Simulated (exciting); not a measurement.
# GaAs (F-43m) in exciting: further runs

One crystal, GaAs, is run at these levels: Xalpha, LDA+D2, RGE2+D2, PBE; tasks: optical spectrum, G0W0 quasiparticle levels.

All numbers are computed with exciting (release sodium); they aren't measurements. Logs are shortened: lines on timing, memory, paths and dates and some standing lists are left out, and cuts for length are marked.

**What was measured.**

From “Evidence of valence band perturbations in GaAsN/GaAs(001): A combined variable-angle spectroscopic ellipsometry and modulated photoreflectance investigation”, 2008, arxiv:0805.2212, for a bulk crystal of GaAs at 300 K: band gap 1.412 ± 0.01 eV (direct).

How close the calculation comes is told below.

**1. Starting point**

Symmetry: F-43m, No. 216, cubic system. Conventional cell: a = 5.654 Å, b = 5.654 Å, c = 5.654 Å, α = 90.00°, β = 90.00°, γ = 90.00°. As (site symmetry -43m) is surrounded by 4 Ga at 2.45 Å. Ga (site symmetry -43m) is surrounded by 4 As at 2.45 Å.

**2. Optical spectrum, Xalpha**

input.xml reads:

```xml
<input>
  <title>GaAs</title>
  <structure speciespath="./" tshift="false" cartesian="true">
    <crystal scale="7.55468967">
      <basevect>0.000000000000 0.707106781184 0.707106781184</basevect>
      <basevect>0.707106781184 0.000000000000 0.707106781184</basevect>
      <basevect>0.707106781184 0.707106781184 0.000000000000</basevect>
    </crystal>
    <species speciesfile="As.xml" rmt="2">
      <atom coord="8.012958443098 8.012958443098 8.012958443098"/>
    </species>
    <species speciesfile="Ga.xml" rmt="2">
      <atom coord="0.000000000000 0.000000000000 0.000000000000"/>
    </species>
  </structure>
  <groundstate do="fromscratch" ngridk="4 4 4" rgkmax="8" gmaxvr="14" lmaxapw="10" lmaxmat="10" lmaxvr="8" xctype="LDA_XALPHA" stype="Methfessel-Paxton 1" swidth="0.00183747" nempty="28" ValenceRelativity="iora*" epsengy="1e-05" epspot="1e-05" maxscl="60" outputlevel="high" vkloff="0.5 0.5 0.5"/>
  <properties>
    <momentummatrix/>
    <dielmat intraband="false" scissor="0.018375" wmax="0.5" wgrid="200" swidth="0.004" tevout="true">
      <epscomp>1 1</epscomp>
      <epscomp>2 2</epscomp>
      <epscomp>3 3</epscomp>
    </dielmat>
  </properties>
</input>
```

Potentials or basis: all-electron LAPW+lo, shipped species files, valence relativity iora*.

Command:

```bash
> OMP_NUM_THREADS=1 exciting_smp
```

INFO.OUT:

```text
================================================================================
EXCITING SODIUM started
[... 10 lines left out ...]

 Lattice vectors (cartesian) :
      0.0000000000      5.3419722954      5.3419722954
      5.3419722954      0.0000000000      5.3419722954
      5.3419722954      5.3419722954      0.0000000000

 Reciprocal lattice vectors (cartesian) :
     -0.5880960214      0.5880960214      0.5880960214
      0.5880960214     -0.5880960214      0.5880960214
      0.5880960214      0.5880960214     -0.5880960214

 Unit cell volume                           :     304.8841797692
 Brillouin zone volume                      :       0.8135883391

 Species :    1 (As)
     parameters loaded from                 :    As.xml
     name                                   :    arsenic
     nuclear charge                         :     -33.00000000
     electronic charge                      :      33.00000000
     atomic mass                            :  136573.72190000
     muffin-tin radius                      :       2.00000000
     # of radial points in muffin-tin       :     350

     atomic positions (cartesian) :
       1 :   8.01295844  8.01295844  8.01295844

 Species :    2 (Ga)
     parameters loaded from                 :    Ga.xml
     name                                   :    gallium
     nuclear charge                         :     -31.00000000
     electronic charge                      :      31.00000000
     atomic mass                            :  127097.25380000
     muffin-tin radius                      :       2.00000000
     # of radial points in muffin-tin       :     350

     atomic positions (cartesian) :
       1 :   0.00000000  0.00000000  0.00000000

 Total number of atoms per unit cell        :       2

 Spin treatment                             :    spin-unpolarised

 Number of Bravais lattice symmetries       :      48
 Number of crystal symmetries               :      24

 k-point grid                               :       4    4    4
 k-point offset :       0.500000  0.500000  0.500000
 Total number of k-points                   :      20
 k-point set is reduced with crystal symmetries

 R^MT_min * |G+k|_max (rgkmax)              :       8.00000000
 Species with R^MT_min                      :       1 (As)
 Maximum |G+k| for APW functions            :       4.00000000
 Maximum |G| for potential and density      :      14.00000000
 Polynomial order for pseudochg. density    :       9

 G-vector grid sizes                        :      36    36    36
 Total number of G-vectors                  :   14163

 Maximum angular momentum used for
     APW functions                          :      10
     computing H and O matrix elements      :      10
     potential and density                  :       8
     inner part of muffin-tin               :       2

 Total nuclear charge                       :     -64.00000000
 Total electronic charge                    :      64.00000000
 Total core charge                          :      36.00000000
 Total valence charge                       :      28.00000000

 Effective Wigner radius, r_s               :       1.04381156

 Number of empty states                     :      28
 Total number of valence states             :      43

 Maximum Hamiltonian size                   :     361
 Maximum number of plane-waves              :     333
 Total number of local-orbitals             :      28

 Exchange-correlation type                  :       4
     X-alpha approximation, J. C. Slater, Phys. Rev. 81, 385 (1951)

 Smearing scheme                            :    Methfessel-Paxton order 1, Phys. Rev. B 40, 3616 (1989)
 Smearing width                             :       0.00183747

 Using multisecant Broyden potential mixing
[... 6 lines left out ...]
* Groundstate module started                                                   *
********************************************************************************
 Output level for this task is set to high

++++++++++++++++++++++++++++++++++++++++++++++++++++++++++++++++++++++++++++++++
[... 5 lines left out ...]
+ SCF iteration number :    1                                                  +
++++++++++++++++++++++++++++++++++++++++++++++++++++++++++++++++++++++++++++++++
 Total energy                               :     -4187.81776338
 _______________________________________________________________
 Fermi energy                               :         0.24002126
 Kinetic energy                             :      4287.63326151
 Coulomb energy                             :     -8327.84564791
 Exchange energy                            :      -147.60537697
 Correlation energy                         :         0.00000000
 Sum of eigenvalues                         :     -2412.00273060
 Effective potential energy                 :     -6699.63599211
 Coulomb potential energy                   :     -6502.82882284
 xc potential energy                        :      -196.80716927
 Hartree energy                             :      1371.98138347
 Electron-nuclear energy                    :     -9246.79158979
 Nuclear-nuclear energy                     :      -453.03544160
 Madelung energy                            :     -5076.43123649
 Core-electron kinetic energy               :         0.00000000

 DOS at Fermi energy (states/Ha/cell)       :         0.00000000

 Electron charges :
     core                                   :        36.00000000
     core leakage                           :         0.00832320
     valence                                :        28.00000000
     interstitial                           :         4.81828701
     charge in muffin-tin spheres :
                  atom     1    As          :        30.45732637
                  atom     2    Ga          :        28.72438663
     total charge in muffin-tins            :        59.18171299
     total charge                           :        64.00000000

 Estimated fundamental gap                  :         0.05401176
        valence-band maximum at   20      0.8750  0.8750  0.8750
     conduction-band minimum at   17      0.6250  0.6250  0.6250

++++++++++++++++++++++++++++++++++++++++++++++++++++++++++++++++++++++++++++++++
+ SCF iteration number :    2                                                  +
++++++++++++++++++++++++++++++++++++++++++++++++++++++++++++++++++++++++++++++++
 Total energy                               :     -4191.84776911
 _______________________________________________________________
 Fermi energy                               :         0.24001416
 Kinetic energy                             :      4286.17416314
 Coulomb energy                             :     -8330.26617808
 Exchange energy                            :      -147.75575416
 Correlation energy                         :         0.00000000
 Sum of eigenvalues                         :     -2413.40735000
 Effective potential energy                 :     -6699.58151314
 Coulomb potential energy                   :     -6502.57384096
 xc potential energy                        :      -197.00767219
 Hartree energy                             :      1374.65689553
 Electron-nuclear energy                    :     -9251.88763201
 Nuclear-nuclear energy                     :      -453.03544160
 Madelung energy                            :     -5078.97925761
 Core-electron kinetic energy               :         0.00000000

 DOS at Fermi energy (states/Ha/cell)       :         0.00000000

 Electron charges :
     core                                   :        36.00000000
     core leakage                           :         0.00808201
     valence                                :        28.00000000
     interstitial                           :         4.80896361
     charge in muffin-tin spheres :
                  atom     1    As          :        30.40630291
                  atom     2    Ga          :        28.78473348
     total charge in muffin-tins            :        59.19103639
     total charge                           :        64.00000000
[... 456 lines left out ...]
 RMS change in effective potential (target) :  0.280610E-08  ( 0.100000E-04)
 Absolute change in total energy   (target) :  0.206880E-06  ( 0.100000E-04)
 Charge distance                   (target) :  0.334809E-09  ( 0.100000E-04)

++++++++++++++++++++++++++++++++++++++++++++++++++++++++++++++++++++++++++++++++
+ SCF iteration number :   14                                                  +
++++++++++++++++++++++++++++++++++++++++++++++++++++++++++++++++++++++++++++++++
 Total energy                               :     -4193.67417684
 _______________________________________________________________
 Fermi energy                               :         0.23956052
 Kinetic energy                             :      4285.38869926
 Coulomb energy                             :     -8331.24765895
 Exchange energy                            :      -147.81521715
 Correlation energy                         :         0.00000000
 Sum of eigenvalues                         :     -2414.26171238
 Effective potential energy                 :     -6699.65041163
 Coulomb potential energy                   :     -6502.56345546
 xc potential energy                        :      -197.08695617
 Hartree energy                             :      1375.64876188
 Electron-nuclear energy                    :     -9253.86097923
 Nuclear-nuclear energy                     :      -453.03544160
 Madelung energy                            :     -5079.96593122
 Core-electron kinetic energy               :         0.00000000

 DOS at Fermi energy (states/Ha/cell)       :        -0.00000000

 Electron charges :
     core                                   :        36.00000000
     core leakage                           :         0.00796703
     valence                                :        28.00000000
     interstitial                           :         4.82061369
     charge in muffin-tin spheres :
                  atom     1    As          :        30.36556307
                  atom     2    Ga          :        28.81382324
     total charge in muffin-tins            :        59.17938631
     total charge                           :        64.00000000

 Estimated fundamental gap                  :         0.04258730
        valence-band maximum at   20      0.8750  0.8750  0.8750
     conduction-band minimum at   11      0.3750  0.3750  0.3750

 RMS change in effective potential (target) :  0.123691E-08  ( 0.100000E-04)
 Absolute change in total energy   (target) :  0.113076E-06  ( 0.100000E-04)
 Charge distance                   (target) :  0.460187E-09  ( 0.100000E-04)

++++++++++++++++++++++++++++++++++++++++++++++++++++++++++++++++++++++++++++++++
| Convergency criteria checked for the last 2 iterations                       +
| Convergence targets achieved. Performing final SCF iteration                 +
++++++++++++++++++++++++++++++++++++++++++++++++++++++++++++++++++++++++++++++++
 Total energy                               :     -4193.67417690
 _______________________________________________________________
 Fermi energy                               :         0.23956052
 Kinetic energy                             :      4285.38869926
 Coulomb energy                             :     -8331.24765899
 Exchange energy                            :      -147.81521716
 Correlation energy                         :         0.00000000
 Sum of eigenvalues                         :     -2414.26171235
 Effective potential energy                 :     -6699.65041161
 Coulomb potential energy                   :     -6502.56345543
 xc potential energy                        :      -197.08695618
 Hartree energy                             :      1375.64876196
 Electron-nuclear energy                    :     -9253.86097936
 Nuclear-nuclear energy                     :      -453.03544160
 Madelung energy                            :     -5079.96593128
 Core-electron kinetic energy               :         0.00000000

 DOS at Fermi energy (states/Ha/cell)       :        -0.00000000

 Electron charges :
     core                                   :        36.00000000
     core leakage                           :         0.00796703
     valence                                :        28.00000000
     interstitial                           :         4.82061369
     charge in muffin-tin spheres :
                  atom     1    As          :        30.36556307
                  atom     2    Ga          :        28.81382323
     total charge in muffin-tins            :        59.17938631
     total charge                           :        64.00000000

 Estimated fundamental gap                  :         0.04258730
        valence-band maximum at    1      0.1250  0.1250  0.1250
     conduction-band minimum at   17      0.6250  0.6250  0.6250

++++++++++++++++++++++++++++++++++++++++++++++++++++++++++++++++++++++++++++++++
[... 9 lines left out ...]
| EXCITING SODIUM stopped                                                      =
================================================================================
```

It took 66 s on 1 thread of Arm Neoverse V1, shared host; peak memory 0.34 GiB.

What came out:

* All electrons inside the program's atomic spheres: As 30.37; Ga 28.81 (radii As 2.0, Ga 2.0 bohr)

Levels at points of the mesh, in eV from the Fermi level:
| k point | band 11 | band 12 | band 13 | band 14 | band 15 | band 16 | band 17 | band 18 |
| --- | --- | --- | --- | --- | --- | --- | --- | --- |
| (0.12, 0.12, 0.12) | -12.96 | -2.39 | -0.58 | -0.58 | 1.08 | 3.63 | 3.63 | 3.70 |

Dielectric function (mean over the directions given):
```csv
energy (eV),real part,imaginary part
0.27,15.60,0.09
0.61,16.09,0.23
0.95,17.09,0.44
1.29,18.95,0.83
1.63,22.76,1.94
1.97,33.26,9.39
2.31,13.76,22.20
2.65,-2.15,9.02
2.99,11.17,3.97
3.33,20.17,20.56
3.67,13.23,8.71
4.01,9.71,20.84
4.35,20.75,20.85
4.69,-12.59,21.31
5.03,-7.80,12.15
5.37,-8.09,6.33
5.71,2.21,6.97
6.05,-0.17,21.62
6.39,-12.50,7.21
6.73,-5.86,3.17
7.08,-4.95,7.48
7.42,-6.31,3.10
7.76,-5.80,2.85
8.10,-4.31,1.15
8.44,-1.76,1.20
8.78,-1.30,3.17
9.12,-3.54,2.38
9.46,-3.02,2.66
9.80,-2.44,1.47
10.14,-2.91,1.07
10.48,-2.36,1.04
10.82,-1.78,0.54
11.16,-1.23,0.37
11.50,-0.58,0.84
11.84,-1.13,2.03
12.18,-1.79,0.58
12.52,-1.24,0.47
12.86,-0.92,0.35
13.20,-0.63,0.31
13.54,-0.43,0.55
```

Caveat: the scissor shift is a trial value, not fitted to this crystal; spectra need much finer meshes, so this one isn't converged; independent-particle spectra lack excitons.

(Continued in part 2 of 3.)
